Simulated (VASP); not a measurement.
# Al (Fm-3m) in VASP: notebook, part 2 of 2

VASP 6.6.1. The steps go on from the part before.

### Step 3. Single point, PBE (a relaxed cell with its volume scaled by 1.06)

File INCAR:

```
PREC = Accurate
ENCUT = 520
EDIFF = 1E-7
ISMEAR = 0
SIGMA = 0.1
LREAL = False
LASPH = True
NELM = 80
ALGO = Fast
ISIF = 2
LWAVE = False
LCHARG = False
GGA = PE
NBANDS = 8
```

File KPOINTS:

```
regular mesh
0
Gamma
  24 24 24
```

File POSCAR:

```
Al                                      
1.0
    0.0000000000      2.0591491173      2.0591491173
    2.0591491173      0.0000000000      2.0591491173
    2.0591491173      2.0591491173      0.0000000000
  Al            
     1
Direct
     0.0000000000000000    0.0000000000000000    0.0000000000000000
```

Potentials or basis: VASP PAW PBE potentials, release 64 (Al).

Started as:

```
> cat potpaw_PBE.64/Al/POTCAR > POTCAR
> mpirun -np 1 vasp_std > vasp.out
```

OUTCAR:

```text
PREC = Accurate
   ENCUT = 520
   EDIFF = 1E-7
   ISMEAR = 0
   LREAL = False
   LASPH = True
   NELM = 80
   ISIF = 2
   GGA = PE

 ion  position               nearest neighbor table
   1  0.000  0.000  0.000-

  LATTYP: Found a face centered cubic cell.
 ALAT       =     4.1182982346

  Lattice vectors:

 A1 = (   0.0000000000,   2.0591491173,   2.0591491173)
 A2 = (   2.0591491173,   0.0000000000,   2.0591491173)
 A3 = (   2.0591491173,   2.0591491173,   0.0000000000)

Analysis of symmetry for initial positions (statically):
=====================================================================
 Subroutine PRICEL returns:
 Original cell was already a primitive cell.

 Routine SETGRP: Setting up the symmetry group for a
 face centered cubic supercell.

 Subroutine GETGRP returns: Found 48 space group operations
 (whereof 48 operations were pure point group operations)
 out of a pool of 48 trial point group operations.

The static configuration has the point symmetry O_h .

Analysis of symmetry for dynamics (positions and initial velocities):
[... 162 lines left out ...]
 val. band max:        7.4070220658   @ k =  -0.2500   0.3333   0.1250
 cond. band min:       7.4282721211   @ k =  -0.4167   0.3750   0.0833
 fundamental gap:      0.0212500553
 Fermi energy:         7.4280519585

 k-point     1 :       0.0000    0.0000    0.0000
  band No.  band energies     occupation
      1      -3.3274      2.00000
      2      19.7310      0.00000
      3      19.7310      0.00000
      4      19.7310      0.00000
      5      20.8048      0.00000
      6      20.8048      0.00000
      7      20.8048      0.00000
      8      23.4826      0.00000
[... 243 lines left out ...]
 k-point    24 :       0.4583    0.0417    0.0000
  band No.  band energies     occupation
      1       1.7985      2.00000
      2       4.5897      2.00000
      3      17.2600      0.00000
      4      17.7519      0.00000
      5      18.4851      0.00000
      6      19.8105      0.00000
      7      22.1500      0.00000
      8      23.0409      0.00000

 [... further k-points ...]

------------------------ aborting loop because EDIFF is reached ----------------------------------------

  FORCE on cell =-STRESS in cart. coord.  units (eV):
  Direction    XX          YY          ZZ          XY          YZ          ZX
  --------------------------------------------------------------------------------------
  -------------------------------------------------------------------------------------
  Total       -0.4269083     -0.4269083     -0.4269083      0.0000000     -0.0000000      0.0000000
  in kB      -39.1698405    -39.1698405    -39.1698405      0.0000000     -0.0000000      0.0000000
  external PRESSURE =     -39.1698405 kB  Pullay stress =       0.0000000 kB

 VOLUME and BASIS-vectors are now :
 -----------------------------------------------------------------------------
  energy-cutoff  :      520.00
  volume of cell :       17.46
      direct lattice vectors                 reciprocal lattice vectors
     0.000000000  2.059149117  2.059149117    -0.242818743  0.242818743  0.242818743
     2.059149117  0.000000000  2.059149117     0.242818743 -0.242818743  0.242818743
     2.059149117  2.059149117  0.000000000     0.242818743  0.242818743 -0.242818743

 POSITION                                       TOTAL-FORCE (eV/Angst)
 -----------------------------------------------------------------------------------
      0.00000      0.00000      0.00000        -0.000000     -0.000000     -0.000000
 -----------------------------------------------------------------------------------
    total drift:                                0.000000     -0.000000     -0.000000

  FREE ENERGIE OF THE ION-ELECTRON SYSTEM (eV)
  ---------------------------------------------------
  free  energy   TOTEN  =        -3.7326803390 eV

  energy  without entropy=       -3.7301736825  energy(sigma->0) =       -3.73142701
```

OSZICAR:

```text
N       E                     dE             d eps       ncg     rms          rms(c)
DAV:   1    -0.242682063995E+01   -0.24268E+01   -0.83380E+02  6664   0.201E+02
DAV:   2    -0.374708692354E+01   -0.13203E+01   -0.12904E+01  9256   0.182E+01
DAV:   3    -0.375447584000E+01   -0.73889E-02   -0.73802E-02  8600   0.148E+00
DAV:   4    -0.375449562170E+01   -0.19782E-04   -0.19780E-04 10232   0.675E-02
DAV:   5    -0.375449567510E+01   -0.53400E-07   -0.53496E-07  8744   0.214E-03    0.121E+00
RMM:   6    -0.374186099302E+01    0.12635E-01   -0.12363E-03  6611   0.201E-01    0.712E-01
RMM:   7    -0.373266618725E+01    0.91948E-02   -0.39407E-03  7642   0.343E-01    0.118E-01
RMM:   8    -0.373267938831E+01   -0.13201E-04   -0.15499E-04  7368   0.785E-02    0.230E-02
RMM:   9    -0.373268147200E+01   -0.20837E-05   -0.23393E-05  7590   0.291E-02    0.111E-02
RMM:  10    -0.373268095833E+01    0.51367E-06   -0.52279E-06  7800   0.144E-02    0.124E-02
RMM:  11    -0.373268039860E+01    0.55973E-06   -0.10454E-06  7742   0.545E-03    0.410E-03
RMM:  12    -0.373268033899E+01    0.59612E-07   -0.35922E-07  7429   0.345E-03
   1 F= -.37326803E+01 E0= -.37314270E+01  d E =-.250666E-02
```

stdout:

```text
POSCAR found type information on POSCAR Al
 POSCAR found :  1 types and       1 ions
 scaLAPACK will be used
 LDA part: xc-table for (Slater+PW92), standard interpolation
 POSCAR, INCAR and KPOINTS ok, starting setup
 FFT: planning ... GRIDC
 FFT: planning ... GRID_SOFT
 FFT: planning ... GRID
 WAVECAR not read
 entering main loop
```

Run time: 23 s. Hardware: 1 thread of Intel Xeon Platinum 8488C (Sapphire Rapids), shared host; peak memory 0.17 GiB.

Results:

* Free energy: -3.7327 eV
* Pressure: -3.9 GPa
* Band gap on the k mesh: none (metal or under the smearing width)

### Step 4. Single point, PBE (a relaxed cell with its volume scaled by 0.91)

INCAR is that of step 3.

KPOINTS is that of step 3.

File POSCAR:

```
Al                                      
1.0
    0.0000000000      1.9570397210      1.9570397210
    1.9570397210      0.0000000000      1.9570397210
    1.9570397210      1.9570397210      0.0000000000
  Al            
     1
Direct
     0.0000000000000000    0.0000000000000000    0.0000000000000000
```

Started as:

```
> cat potpaw_PBE.64/Al/POTCAR > POTCAR
> mpirun -np 1 vasp_std > vasp.out
```

Wall time 21 s (1 thread of Intel Xeon Platinum 8488C (Sapphire Rapids), shared host); peak memory 0.16 GiB.

It converged, with:

| Quantity | Value |
| --- | --- |
| Free energy | -3.7071 eV |
| Pressure | 9.0 GPa |
| Band gap on the k mesh | none (metal or under the smearing width) |

Levels at points of the mesh, in eV from the Fermi level:
| k point | band 1 | band 2 | band 3 | band 4 | band 5 |
| --- | --- | --- | --- | --- | --- |
| (0.00, 0.00, 0.00) | -11.84 | 13.14 | 13.14 | 13.14 | 15.39 |
| (0.50, 0.00, 0.00) | -5.00 | -4.54 | 11.89 | 11.89 | 12.45 |
| (0.50, 0.50, 0.00) | -3.18 | -1.66 | 5.25 | 6.04 | 6.04 |

### Step 5. Single point, PBE (a relaxed cell with its volume scaled by 1.09)

INCAR is that of step 4.

KPOINTS is that of step 4.

File POSCAR:

```
Al                                      
1.0
    0.0000000000      2.0783946170      2.0783946170
    2.0783946170      0.0000000000      2.0783946170
    2.0783946170      2.0783946170      0.0000000000
  Al            
     1
Direct
     0.0000000000000000    0.0000000000000000    0.0000000000000000
```

Started as:

```
> cat potpaw_PBE.64/Al/POTCAR > POTCAR
> mpirun -np 1 vasp_std > vasp.out
```

Wall time 23 s (1 thread of Intel Xeon Platinum 8488C (Sapphire Rapids), shared host); peak memory 0.17 GiB.

Results (log left out):

```yaml
Free_energy: -3.7182 eV
Pressure: -5.4 GPa
Band_gap_on_the_k_mesh: none (metal or under the smearing width)
```

Levels at points of the mesh, in eV from the Fermi level:
| k point | band 1 | band 2 | band 3 | band 4 | band 5 | band 6 |
| --- | --- | --- | --- | --- | --- | --- |
| (0.00, 0.00, 0.00) | -10.57 | 12.15 | 12.15 | 12.15 | 13.03 | 13.03 |
| (0.50, 0.00, 0.00) | -4.28 | -4.27 | 10.53 | 10.53 | 11.07 | 11.07 |
| (0.50, 0.50, 0.00) | -2.73 | -1.61 | 5.21 | 5.21 | 5.23 | 8.32 |

### Step 6. Overview

```csv
cell,gap on the mesh (eV),pressure (GPa)
a relaxed cell with its volume scaled by 0.94,none,5.5
a relaxed cell with its volume scaled by 1.06,none,-3.9
a relaxed cell with its volume scaled by 0.91,none,9.0
a relaxed cell with its volume scaled by 1.09,none,-5.4
```

Alike in all rows: task single point; level PBE; potentials or basis VASP PAW PBE potentials, release 64 (Al); no spin polarisation; k mesh 24 × 24 × 24; cutoff (eV) 520; smearing gaussian 0.1 eV.

Absolute energies hang on the potentials; compare differences alone.
